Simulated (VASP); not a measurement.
# InP (F-43m) in VASP: further runs, part 2 of 2

VASP 6.6.1. The steps go on from the part before.

**3. Single point, LDA**

This run uses another cell than the first one, of 24.73 Å³/atom, 0.983 times its volume.

INCAR

```
  PREC = Accurate
  ENCUT = 520
  EDIFF = 1E-7
  ISMEAR = 0
  SIGMA = 0.02
  LREAL = F
  LASPH = T
  NELM = 80
  ALGO = Normal
  ISIF = 2
  LWAVE = F
  LCHARG = F
  NBANDS = 16
```

KPOINTS

```
regular mesh
0
Gamma
  8 8 8
```

POSCAR

```
InP
1.0
    0.0000000000      2.9133831379      2.9133831379
    2.9133831379      0.0000000000      2.9133831379
    2.9133831379      2.9133831379      0.0000000000
In P
1 1
Direct
    0.0000000000      0.0000000000      0.0000000000
    0.2500000000      0.2500000000      0.2500000000
```

Potentials or basis: VASP PAW LDA potentials, release 64 (In_d, P).

The run is started by

```
$ cat potpaw_LDA.64/In_d/POTCAR potpaw_LDA.64/P/POTCAR > POTCAR
$ mpirun -np 1 vasp_std > vasp.out
```

OUTCAR:

```text
PREC = Accurate
   ENCUT = 520
   EDIFF = 1E-7
   ISMEAR = 0
   LREAL = F
   LASPH = T
   NELM = 80
   ISIF = 2

 ion  position               nearest neighbor table
   1  0.000  0.000  0.000-   2 2.52   2 2.52   2 2.52   2 2.52
   2  0.250  0.250  0.250-   1 2.52   1 2.52   1 2.52   1 2.52

  LATTYP: Found a face centered cubic cell.
 ALAT       =     5.8267662758

  Lattice vectors:

[... 639 lines left out ...]
     16      16.5089      0.00000

 [... further k-points ...]

------------------------ aborting loop because EDIFF is reached ----------------------------------------

  FORCE on cell =-STRESS in cart. coord.  units (eV):
  Direction    XX          YY          ZZ          XY          YZ          ZX
  --------------------------------------------------------------------------------------
  -------------------------------------------------------------------------------------
  Total        0.0046036      0.0046036      0.0046036      0.0000000      0.0000000      0.0000000
  in kB        0.1491386      0.1491386      0.1491386      0.0000000      0.0000000      0.0000000
  external PRESSURE =       0.1491386 kB  Pullay stress =       0.0000000 kB

 VOLUME and BASIS-vectors are now :
 -----------------------------------------------------------------------------
  energy-cutoff  :      520.00
  volume of cell :       49.46
      direct lattice vectors                 reciprocal lattice vectors
     0.000000000  2.913383138  2.913383138    -0.171621780  0.171621780  0.171621780
     2.913383138  0.000000000  2.913383138     0.171621780 -0.171621780  0.171621780
     2.913383138  2.913383138  0.000000000     0.171621780  0.171621780 -0.171621780

 POSITION                                       TOTAL-FORCE (eV/Angst)
 -----------------------------------------------------------------------------------
      0.00000      0.00000      0.00000        -0.000000     -0.000000     -0.000000
      1.45669      1.45669      1.45669         0.000000      0.000000      0.000000
 -----------------------------------------------------------------------------------
    total drift:                               -0.000000     -0.000000      0.000000

  FREE ENERGIE OF THE ION-ELECTRON SYSTEM (eV)
  ---------------------------------------------------
  free  energy   TOTEN  =        -9.6720918984 eV

  energy  without entropy=       -9.6720918984  energy(sigma->0) =       -9.67209190
```

stdout:

```text
POSCAR found type information on POSCAR InP
 POSCAR found :  2 types and       2 ions
 scaLAPACK will be used
 LDA part: xc-table for (Slater(with rela. corr.)+CA(PZ))
 , standard interpolation
 POSCAR, INCAR and KPOINTS ok, starting setup
 FFT: planning ... GRIDC
 FFT: planning ... GRID_SOFT
 FFT: planning ... GRID
 WAVECAR not read
 entering main loop
```

Run time: 47 s. Hardware: 1 thread of AMD EPYC 7R13, shared host; peak memory 0.13 GiB.

What came out:

```
Free energy            : -9.6721 eV
Pressure               : 0.0 GPa
Band gap on the k mesh : 0.61 eV, direct
```

Caveat: spin-orbit coupling is left out, which moves the levels of the heavy elements.

**4. Single point, LDA**

This run uses another cell than the first one, of 24.73 Å³/atom, 0.983 times its volume.

INCAR

```
SYSTEM = InP
PREC = Accurate ; ENCUT = 520
EDIFF = 1E-6 ; ISMEAR = 0
SIGMA = 0.02 ; LREAL = .FALSE.
LASPH = .TRUE. ; NELM = 80
ALGO = Normal ; ISIF = 2
LWAVE = .FALSE. ; LCHARG = .TRUE.
GGA = CA ; LELF = .TRUE.
LVHAR = .TRUE. ; NBANDS = 16
```

KPOINTS

```
regular mesh
0
G
  8 8 8
  0 0 0
```

POSCAR

```
InP
1.0
    0.0000000000      2.9133831380      2.9133831380
    2.9133831380      0.0000000000      2.9133831380
    2.9133831380      2.9133831380      0.0000000000
In P
1 1
Direct
    1.0000000000      0.0000000000      0.0000000000
    0.2500000000      0.2500000000      0.2500000000
```

The run is started by

```
$ cat potpaw_LDA.64/In_d/POTCAR potpaw_LDA.64/P/POTCAR > POTCAR
$ mpirun -np 1 vasp_std > vasp.out
```

Run time: 55 s. Hardware: 1 thread of AMD EPYC 7R13, shared host; peak memory 0.13 GiB.

Results (log left out):

| Property | Result |
| --- | --- |
| Free energy | -9.6721 eV |
| Pressure | 0.0 GPa |
| Band gap on the k mesh | 0.61 eV, direct |

Levels at points of the mesh, in eV from the valence-band top:
| k point | band 6 | band 7 | band 8 | band 9 | band 10 | band 11 | band 12 | band 13 |
| --- | --- | --- | --- | --- | --- | --- | --- | --- |
| (0.00, 0.00, 0.00) | -11.67 | 0.00 | 0.00 | 0.00 | 0.61 | 3.96 | 3.96 | 3.96 |
| (0.50, 0.00, 0.00) | -9.86 | -5.92 | -1.02 | -1.02 | 1.37 | 4.70 | 4.70 | 6.93 |
| (0.50, 0.50, 0.00) | -9.16 | -5.94 | -2.42 | -2.42 | 1.57 | 2.12 | 9.10 | 9.55 |

Caveat: spin-orbit coupling is left out, which moves the levels of the heavy elements.

**5. Single point, PBEsol**

This run uses another cell than the first one, of 25.40 Å³/atom, 1.009 times its volume.

INCAR

```
PREC = Accurate ; ENCUT = 520
EDIFF = 1E-7 ; ISMEAR = 0
SIGMA = 0.1 ; LREAL = F
LASPH = T ; NELM = 60
ALGO = Normal ; ISIF = 2
LWAVE = F ; LCHARG = F
GGA = PS ; NBANDS = 16
```

KPOINTS

```
Automatic mesh
0
Gamma
  8 8 8
```

POSCAR

```
InP
1.0
    0.0000000000      2.9393443898      2.9393443898
    2.9393443898      0.0000000000      2.9393443898
    2.9393443898      2.9393443898      0.0000000000
In P
1 1
Direct
    0.0000000000      0.0000000000      0.0000000000
    0.2500000000      0.2500000000      0.2500000000
```

Potentials or basis: VASP PAW PBE potentials, release 64 (In_d, P).

The run is started by

```
$ cat potpaw_PBE.64/In_d/POTCAR potpaw_PBE.64/P/POTCAR > POTCAR
$ mpirun -np 1 vasp_std > vasp.out
```

Run time: 68 s. Hardware: 1 thread of AMD EPYC 7R13, shared host; peak memory 0.15 GiB.

Results (log left out):

* Free energy: -9.1548 eV
* Pressure: 0.0 GPa
* Band gap on the k mesh: 0.57 eV, direct

Levels at points of the mesh, in eV from the valence-band top:
```tsv
k point	band 6	band 7	band 8	band 9	band 10	band 11	band 12	band 13
(0.00, 0.00, 0.00)	-11.49	0.00	0.00	0.00	0.57	4.02	4.02	4.02
(0.50, 0.00, 0.00)	-9.77	-5.75	-0.97	-0.97	1.38	4.73	4.73	6.93
(0.50, 0.50, 0.00)	-9.11	-5.78	-2.32	-2.32	1.65	2.17	9.04	9.47
```

Caveat: the PAW data sets were made with another functional, which shifts forces and pressure a little; spin-orbit coupling is left out, which moves the levels of the heavy elements.

**6. Summary**

| level | potentials or basis | cell | k mesh | smearing | gap on the mesh (eV) | pressure (GPa) |
| --- | --- | --- | --- | --- | --- | --- |
| PBEsol | VASP PAW PBE potentials, release 64 (In_d, P) | a = 4.144 Å, angles 60.0°, 2 atoms | 6 × 6 × 6 | gaussian 0.01 eV | 0.61 | 0.6 |
| LDA | VASP PAW LDA potentials, release 64 (In_d, P) | a = 4.120 Å, angles 60.0°, 2 atoms | 8 × 8 × 8 | gaussian 0.02 eV | 0.61 | 0.0 |
| PBEsol | VASP PAW PBE potentials, release 64 (In_d, P) | a = 4.157 Å, angles 60.0°, 2 atoms | 8 × 8 × 8 | gaussian 0.1 eV | 0.57 | 0.0 |

Alike in all rows: task single point; no spin polarisation; cutoff (eV) 520.

Caveats: spin-orbit coupling is left out, which moves the levels of the heavy elements; the PAW data sets were made with another functional, which shifts forces and pressure a little (some runs).

Absolute energies hang on the potentials; compare differences alone.

**7. Comparison with measurements**

Step 2. Measured gap of InP: 1.4236 eV (direct; 1.6 K; a printed reference work, data compilation). This calculation gives 0.61 eV (-0.81 eV). Spin-orbit coupling on In is left out. The value is that of PBEsol, without temperature or zero-point motion. Semilocal functionals fall short of measured gaps as a rule.

Step 3. Measured gap of InP: 1.4236 eV (direct; 1.6 K; a printed reference work, data compilation). This calculation gives 0.61 eV (-0.82 eV). Spin-orbit coupling on In is left out. The value is that of LDA, without temperature or zero-point motion. Semilocal functionals fall short of measured gaps as a rule.

Step 4. Measured gap of InP: 1.4236 eV (direct; 1.6 K; a printed reference work, data compilation). This calculation gives 0.61 eV (-0.82 eV). Spin-orbit coupling on In is left out. The value is that of LDA, without temperature or zero-point motion. Semilocal functionals fall short of measured gaps as a rule.

Step 5. Measured gap of InP: 1.4236 eV (direct; 1.6 K; a printed reference work, data compilation). This calculation gives 0.57 eV (-0.86 eV). Spin-orbit coupling on In is left out. The value is that of PBEsol, without temperature or zero-point motion. Semilocal functionals fall short of measured gaps as a rule.
